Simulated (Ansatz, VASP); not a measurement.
# HC2F (H-CC-F chair, 2 layers, AA): VASP beside Ansatz, part 2 of 2

Wanted: the spread between two codes on one cell, functional and k mesh. The structure shown is the start of the Ansatz relaxation below; VASP solves that cell, so the two are compared at the walk's first step.

VASP 6.6.1 and Ansatz 0.2.0.

So far: Set-up; Ansatz: relaxation, PBE with D4.

### 3. VASP: single point, PBE with D4, start cell

Level of this step: PBE with D4; plane waves and PAW (F, C, H) (VASP).

The same cell, functional, mesh and smearing now go to VASP, with its own data sets.

Lines of VASP's logs that name or quote its potential files are left out, and so is its time.

INCAR reads:

```
SYSTEM = HC2F
PREC = Accurate
ENCUT = 520
EDIFF = 1E-06
NELM = 120
ISMEAR = -1
SIGMA = 0.05
LREAL = .FALSE.
ALGO = Normal
GGA = PE
IVDW = 13
NBANDS = 24
LORBIT = 11
LWAVE = .FALSE.
LCHARG = .FALSE.
ISIF = 2
LDIPOL = .TRUE.
IDIPOL = 3
DIPOL = 0.5 0.5 0.501
LVHAR = .TRUE.
LASPH = .TRUE.
GGA_COMPAT = .FALSE.
NELMDL = -8
KPAR = 2
```

POSCAR reads:

```
HC2F
1.0
    2.5080000000      0.0000000000      0.0000000000
   -1.2540000000      2.1719920000      0.0000000000
    0.0000000000      0.0000000000     47.6133330000
F C H
2 4 2
Direct
    0.6666665899      0.3333331799      0.4126995268
    0.6666665899      0.3333331799      0.5262531611
    0.6666665899      0.3333331799      0.4406328790
    0.3333331799      0.6666663597      0.4512741631
    0.6666665899      0.3333331799      0.5541865133
    0.3333331799      0.6666663597      0.5648277763
    0.3333331799      0.6666663597      0.4737468599
    0.3333331799      0.6666663597      0.5873004732
```

KPOINTS reads:

```
Automatic mesh
0
Gamma
13 13 1
0 0 0
```

The projector-augmented-wave data sets are F, C and H (PBE family, release 64).

Launch:

```sh
$ mpirun -np 2 vasp_std
```

Numbers of over 12 decimals in the logs are rounded to 6 here.

Output:

```text
[banner, memory and clock lines left out]
running    2 mpi-ranks, on    1 nodes
 distrk:  each k-point on    1 cores,    2 groups
 distr:  one band on    1 cores,    1 groups

 POSCAR found type information on POSCAR F C H
 POSCAR found :  3 types and       8 ions
 LDA part: xc-table for (Slater+PW92), standard interpolation
 POSCAR, INCAR and KPOINTS ok, starting setup
 FFT: planning ... GRIDC
 FFT: planning ... GRID_SOFT
 FFT: planning ... GRID
 WAVECAR not read
 entering main loop
       N       E                     dE             d eps       ncg     rms          rms(c)
DAV:   1     0.268193426971E+03    0.26819E+03   -0.13759E+04  1168   0.104E+03
DAV:   2    -0.230886341174E+02   -0.29128E+03   -0.26604E+03  1568   0.248E+02
DAV:   3    -0.533766296628E+02   -0.30288E+02   -0.30103E+02  1352   0.942E+01
DAV:   4    -0.539503509404E+02   -0.57372E+00   -0.57014E+00  1328   0.149E+01
DAV:   5    -0.539680150036E+02   -0.17664E-01   -0.17578E-01  1352   0.234E+00
DAV:   6    -0.539687354163E+02   -0.72041E-03   -0.71976E-03  1360   0.435E-01
DAV:   7    -0.539687637468E+02   -0.28330E-04   -0.28319E-04  1376   0.680E-02
DAV:   8    -0.539687644672E+02   -0.72046E-06   -0.72019E-06  1136   0.116E-02    0.116E+01
DAV:   9    -0.512759909241E+02    0.26928E+01   -0.34337E+00  1296   0.138E+01    0.620E+00
DAV:  10    -0.506786504295E+02    0.59734E+00   -0.16727E+00  1360   0.818E+00    0.254E+00
DAV:  11    -0.506470128524E+02    0.31638E-01   -0.26604E-01  1344   0.331E+00    0.807E-01
DAV:  12    -0.506634506778E+02   -0.16438E-01   -0.19102E-01  1288   0.303E+00    0.446E-01
DAV:  13    -0.506394598882E+02    0.23991E-01   -0.16647E-02  1304   0.155E+00    0.202E-01
DAV:  14    -0.506269181507E+02    0.12542E-01   -0.12777E-02  1376   0.137E+00    0.179E-01
[...]
DAV:  21    -0.506258857920E+02   -0.34853E-04   -0.11985E-05  1200   0.241E-02    0.103E-02
DAV:  22    -0.506259359053E+02   -0.50113E-04   -0.15133E-05  1040   0.126E-02    0.947E-03
DAV:  23    -0.506259430220E+02   -0.71167E-05   -0.52984E-06  1024   0.188E-02    0.300E-03
DAV:  24    -0.506259549687E+02   -0.11947E-04   -0.39447E-06   784   0.697E-03    0.161E-03
DAV:  25    -0.506259574144E+02   -0.24457E-05   -0.43442E-07   808   0.504E-03    0.755E-04
DAV:  26    -0.506259630358E+02   -0.56214E-05   -0.19769E-06   776   0.353E-03    0.882E-04
DAV:  27    -0.506259645483E+02   -0.15125E-05   -0.33123E-07   800   0.283E-03    0.338E-04
DAV:  28    -0.506259652399E+02   -0.69158E-06   -0.15246E-07   792   0.215E-03
   1 F= -.51336495E+02 E0= -.51334679E+02  d E =-.363068E-02
```

Parts of OUTCAR (step 3):

```text
ion  position               nearest neighbor table
   1  0.667  0.333  0.413-   3 1.33
   2  0.667  0.333  0.526-   5 1.33
   3  0.667  0.333  0.441-   1 1.33   4 1.53   4 1.53   4 1.53
   4  0.333  0.667  0.451-   7 1.07   3 1.53   3 1.53   3 1.53
   5  0.667  0.333  0.554-   2 1.33   6 1.53   6 1.53   6 1.53
   6  0.333  0.667  0.565-   8 1.07   5 1.53   5 1.53   5 1.53
   7  0.333  0.667  0.474-   4 1.07
   8  0.333  0.667  0.587-   6 1.07

  LATTYP: Found a hexagonal cell.
 ALAT       =     2.5080000000
 C/A-ratio  =    18.9845825359

 Subroutine GETGRP returns: Found  6 space group operations
 (whereof  6 operations were pure point group operations)

The static configuration has the point symmetry C_3v.

 Found     21 irreducible k-points:

   k-points           NKPTS =     21   k-points in BZ     NKDIM =     21   number of bands    NBANDS=     24

   dimension x,y,z NGX =    20 NGY =   20 NGZ =  360
   dimension x,y,z NGXF=    40 NGYF=   40 NGZF=  720

   ENCUT  =  520.0 eV  38.22 Ry    6.18 a.u.   4.66  4.66 88.53*2*pi/ulx,y,z

   NELECT =      32.0000    total number of electrons

 k-points in reciprocal lattice and weights: Automatic mesh
   0.00000000  0.00000000  0.00000000       0.006
   0.07692308 -0.00000000  0.00000000       0.036
   0.15384615  0.00000000  0.00000000       0.036
   0.23076923 -0.00000000  0.00000000       0.036
   0.30769231  0.00000000  0.00000000       0.036
   0.38461538  0.00000000  0.00000000       0.036
   0.46153846 -0.00000000  0.00000000       0.036
   0.07692308  0.07692308  0.00000000       0.036
   0.15384615  0.07692308  0.00000000       0.071
[...]
0.38461538  0.23076923  0.00000000       0.036
   0.30769231  0.30769231  0.00000000       0.036

 dipolmoment           0.000000      0.000000     -0.185590 electrons x Angstroem

 average (electrostatic) potential at core
       1 -82.4200       2 -85.5003       3 -58.5257       4 -56.9199       5 -61.4074
       6 -59.7684       7 -40.8201       8 -43.7108

 E-fermi :  -2.7905

 k-point     1 :       0.0000    0.0000    0.0000
  band No.  band energies     occupation
    ...
     11      -6.3394      2.00000
     12      -6.3393      2.00000
     13      -5.6318      2.00000
     14      -5.6318      2.00000
     15      -2.9164      1.85078
     16      -2.7034      0.29827
     17      -2.7034      0.29823
     18      -1.3836      0.00000
     19      -0.9205      0.00000
     20      -0.5143      0.00000
    ...

 k-point     2 :       0.0769   -0.0000    0.0000
  band No.  band energies     occupation
    ...
     12      -6.4486      2.00000
     13      -6.1610      2.00000
     14      -5.8406      2.00000
     15      -3.2186      1.99962
     16      -2.9054      1.81727
     17      -2.7275      0.44154
     18      -1.1888      0.00000
     19      -0.7296      0.00000
     20      -0.3169      0.00000
     21       0.3029      0.00000
    ...

 k-point     3 :       0.1538    0.0000    0.0000
  band No.  band energies     occupation
    ...
     12      -7.2252      2.00000
     13      -6.7534      2.00000
     14      -6.3135      2.00000
     15      -4.3214      2.00000
     16      -3.3603      1.99998
     17      -2.1973      0.00001
     18      -0.6254      0.00000
     19      -0.1636      0.00000
     20       0.2496      0.00000
     21       0.8573      0.00000
    ...

  DFT-D4 for vdW energy calculation

  Edisp (eV):   -0.71053

  Total       4.20093     4.20093     7.73666     0.00000     0.00000    -0.00000
  in kB      25.95028    25.95029    47.79138     0.00000     0.00000    -0.00000
  external pressure =       33.23 kB  Pullay stress =        0.00 kB

  energy-cutoff  :      520.00
  volume of cell :      259.37
      direct lattice vectors                 reciprocal lattice vectors
     2.508000000  0.000000000  0.000000000     0.398724083  0.230203426  0.000000000
    -1.254000000  2.171992000  0.000000000     0.000000000  0.460406852  0.000000000
     0.000000000  0.000000000 47.613333000     0.000000000  0.000000000  0.021002520

 POSITION                                       TOTAL-FORCE (eV/Angst)
 -----------------------------------------------------------------------------------
      1.25400      0.72400     19.65000        -0.000000      0.000000     -2.113246
      1.25400      0.72400     25.05667         0.000000      0.000000     -2.386132
      1.25400      0.72400     20.98000        -0.000000      0.000000      2.275601
      0.00000      1.44799     21.48667         0.000000     -0.000000     -1.164420
      1.25400      0.72400     26.38667        -0.000000      0.000000      2.732822
      0.00000      1.44799     26.89333         0.000000     -0.000000     -1.453246
      0.00000      1.44799     22.55667        -0.000000      0.000000      1.020401
      0.00000      1.44799     27.96333        -0.000000      0.000000      1.088219
 -----------------------------------------------------------------------------------
    total drift:                                0.000001      0.001870      0.000599

  FREE ENERGIE OF THE ION-ELECTRON SYSTEM (eV)
  ---------------------------------------------------
  free  energy   TOTEN  =       -51.3364946632 eV

  energy  without entropy=      -51.3328639824  energy(sigma->0) =      -51.33467932

 vacuum level on the upper side and lower side of the slab        -1.046         5.121

 total charge
# of ion       s       p       d       tot
------------------------------------------
    1        1.755   4.406   0.000   6.161
    2        1.753   4.416   0.000   6.170
    3        0.828   1.701   0.000   2.529
    4        0.851   1.805   0.000   2.656
    5        0.828   1.704   0.000   2.531
    6        0.850   1.808   0.000   2.658
    7        0.672   0.051   0.000   0.723
    8        0.671   0.051   0.000   0.722
--------------------------------------------------
tot          8.208  15.941   0.000  24.149

[... 3 further parts left out ...]
```

### 4. Differences

Known differences besides the potentials themselves: Ansatz cuts the interaction across the vacuum, VASP repeats the sheet with a dipole correction; the cutoff is 420 eV in Ansatz and 520 eV in VASP. Total energies have different zeros and are not compared.

Forces (eV/Å; atoms numbered as in POSCAR):

| atom | Ansatz x, y, z | VASP x, y, z |
| --- | --- | --- |
| F1 | 0.000, 0.000, -1.658 | 0.000, 0.000, -2.113 |
| F2 | 0.000, 0.000, -1.925 | 0.000, 0.000, -2.386 |
| C3 | 0.000, 0.000, 1.873 | 0.000, 0.000, 2.276 |
| C4 | 0.000, 0.000, -1.190 | 0.000, 0.000, -1.164 |
| C5 | 0.000, 0.000, 2.314 | 0.000, 0.000, 2.733 |
| C6 | 0.000, 0.000, -1.468 | 0.000, 0.000, -1.453 |
| H7 | 0.000, 0.000, 0.995 | 0.000, 0.000, 1.020 |
| H8 | 0.000, 0.000, 1.059 | 0.000, 0.000, 1.088 |

The forces differ by 178 meV/Å r.m.s., which is 16.3 % of the r.m.s. force of 1.090 eV/Å (both taken over all components). With vacuum in the cell, a pressure given here is an average over mostly empty space and none of the material.

### 5. Summary of results

| Item | Value |
| --- | --- |
| r.m.s. force difference (single point, PBE with D4, start cell) | 16 % of the r.m.s. force |

What this shows: The r.m.s. force difference is 16 % of the r.m.s. force (single point, PBE with D4, start cell), beyond the 3 % picked in this series as the mark of a large difference. What causes the difference of the single point, PBE with D4, start cell pair stays open here. 1 further run of this series is not shown here. Such differences can come from data sets, numerical settings and the points named under the comparisons, not from the functional's error against experiment.

[Lines on the potential files, build, host, timing and source positions are cut from VASP's logs without a mark.]

[Logs are printed without paths, hosts, clocks, repeated set-up lines and the standing remarks that a program may print on its own settings, such as how far it seeks lower states.]

[Hosts, paths, dates, database ids (printed as entryN), source tags and the programs' standing remarks are cut or masked in the printed files.]
